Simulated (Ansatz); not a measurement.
## CdTe: changing the share of exact exchange

```cif
data_structure
_symmetry_space_group_name_H-M 'P 1'
_symmetry_Int_Tables_number 1
_cell_length_a 4.5326
_cell_length_b 4.5326
_cell_length_c 4.5326
_cell_angle_alpha 60.000
_cell_angle_beta 60.000
_cell_angle_gamma 60.000
_cell_volume 65.84
loop_
_atom_site_label
_atom_site_type_symbol
_atom_site_fract_x
_atom_site_fract_y
_atom_site_fract_z
_atom_site_occupancy
Te1 Te 0.75000 0.75000 0.75000 1
Cd1 Cd 0.00000 0.00000 0.00000 1
```

Kept alike: task single point; k mesh 4 × 4 × 4; occupations fermi-dirac, width 0.05 eV; no spin polarisation. Program: Ansatz, Ansatz PAW, cutoff 420 eV. The mesh is that of the run's cell of 2 atoms. No spin-orbit coupling.

```csv
"share of exact exchange, α",band gap (eV),pressure (GPa)
0,0.862,4.49
0.1,1.212,4.08
0.15,1.393,3.89
0.25,1.767,3.54
0.35,2.155,3.21
0.5,2.759,2.77
```

The k mesh is coarse, so the values aren't converged. Pressure is positive in compression, with a Pulay correction for the finite cutoff. Spin-orbit coupling, left out here, moves the band edges of heavy atoms and can close or invert small gaps. A gap read on the mesh alone can miss an edge between its points. All rows use potentials made for PBE. The mesh is thin for exact exchange.

The band gap rises from 0.862 to 2.759 eV between 0 and 0.5. Exact exchange pulls filled levels down against empty ones, so the gap grows nearly in line with its share. The mean slope is +3.80 eV per unit of share. Measured: 1.607 eV (a printed reference work); nearest 0.25, 0.160 eV off. The runs are for a static lattice. The pressure falls from 4.49 to 2.77 GPa between 0 and 0.5. Exact exchange shortens the bonds here, so the pressure at fixed cell falls.
